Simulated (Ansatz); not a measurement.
# Field gradients at the nuclei in HfO2 at a changed volume

The cell is a structure deposited in the COD, relaxed with PBE at fixed cell and then changed (volume scaled by 0.98, ions relaxed).

Space group P2_1/c (No. 14); a = 5.0836, b = 5.1509, c = 5.2486 Å, β = 99.35°.

| site | Wyckoff | site symmetry | x | y | z |
| --- | --- | --- | --- | --- | --- |
| Hf | 4e | 1 | 0.2773 | 0.0414 | 0.2080 |
| O5 | 4e | 1 | 0.4445 | 0.7591 | 0.4825 |
| O9 | 4e | 1 | 0.0767 | 0.3473 | 0.3320 |

One atom of each set is listed.

Computed with Ansatz: DFT, PBE, plane waves and PAW, scalar-relativistic, 420 eV cutoff, Γ-centred 6×6×6 k-points, Fermi–Dirac smearing 0.02 eV.

Conventions: |V_zz| ≥ |V_yy| ≥ |V_xx|, η = (V_xx − V_yy)/V_zz, C_Q = eQV_zz/h.

179Hf: I = 9/2, Q = 3793 mb; O-17: I = 5/2, Q = -25.58 mb. Quadrupole moments are those of Pyykkö's year-2017 table.

(1) Give the quadrupolar parameters of the distinct sites.

## Answers

(1) 

| site | atoms | first shell | V_xx, V_yy, V_zz (10²¹ V/m²) | η | C_Q (MHz) |
| --- | --- | --- | --- | --- | --- |
| Hf | 4 | 7 O at 2.04–2.22 Å | -5.18, -7.97, 13.16 | 0.21 | 1207 |
| O5 | 4 | 4 Hf at 2.12–2.22 Å | 0.047, 1.07, -1.12 | 0.92 | 0.693 |
| O9 | 4 | 3 Hf at 2.04–2.15 Å | 0.16, 1.23, -1.39 | 0.77 | 0.862 |

Without spin–orbit coupling the gradients at and beside Hf can be off by some per cent, at some sites by more. At this changed cell the PBE pressure is 9 GPa.

The relaxation (5 steps) took 55 s of wall time (3.4 min of CPU time) and 1.3 GiB at its peak, on 4 threads of Intel Xeon Platinum 8375C CPU @ 2.90GHz (Ice Lake) (x86_64; 16 cores open to the job, memory cap 8.0 GiB, no GPU), a shared host with a load of 0.6 a core.
